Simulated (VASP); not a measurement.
Write the native input for VASP 6.6.1 that does the following.

```yaml
Task: single point
Functional: PBEsol
Potentials_or_basis: VASP PAW PBE potentials, release 64 (Na_pv)
Cutoff: 900 eV
k_mesh: 14 × 14 × 14
Occupations: gaussian, width 0.1 eV
Spin: no spin polarisation
Further_INCAR_settings: ALGO = Normal; EDIFF = 1e-06; NBANDS = 10
```

The structure of Na lies in POSCAR:

```
Na
1.0
   -2.0848200000      2.0848200000      2.0848200000
    2.0848200000     -2.0848200000      2.0848200000
    2.0848200000      2.0848200000     -2.0848200000
Na
1
Direct
    0.0000000000      0.0000000000      0.0000000000
```

These files were run (other wordings do the same):

INCAR

```
SYSTEM = Na
PREC     = Accurate       ! precision mode
ENCUT    = 900            ! plane-wave cutoff, eV
EDIFF    = 1E-6           ! SCF threshold, eV
ISMEAR   = 0              ! smearing method
SIGMA    = 0.1            ! smearing width, eV
LREAL    = .FALSE.        ! projectors in reciprocal space
LASPH    = .TRUE.         ! aspherical terms in the spheres
NELM     = 100            ! most SCF steps
ALGO     = Normal         ! electronic algorithm
ISIF     = 2              ! what is computed and relaxed
LWAVE    = .FALSE.        ! write WAVECAR
LCHARG   = .FALSE.        ! write CHGCAR
GGA      = PS             ! functional
NBANDS   = 10             ! bands
```

KPOINTS

```
Automatic mesh
0
G
  14 14 14
  0 0 0
```

Potentials or basis: VASP PAW PBE potentials, release 64 (Na_pv).

Run with:

```console
$ cat potpaw_PBE.64/Na_pv/POTCAR > POTCAR
$ mpirun -np 1 vasp_std > vasp.out
```

Results of the run:

```json
{
 "Pressure": "0.0 GPa",
 "Band gap on the k mesh": "none (metal or under the smearing width)"
}
```

Caveat: the PAW data sets were made with another functional, which shifts forces and pressure a little.

Run time: 15 s on 1 thread of Intel(R) Xeon(R) 6975P-C (Granite Rapids), with other jobs on the host, peak memory 0.23 GiB.
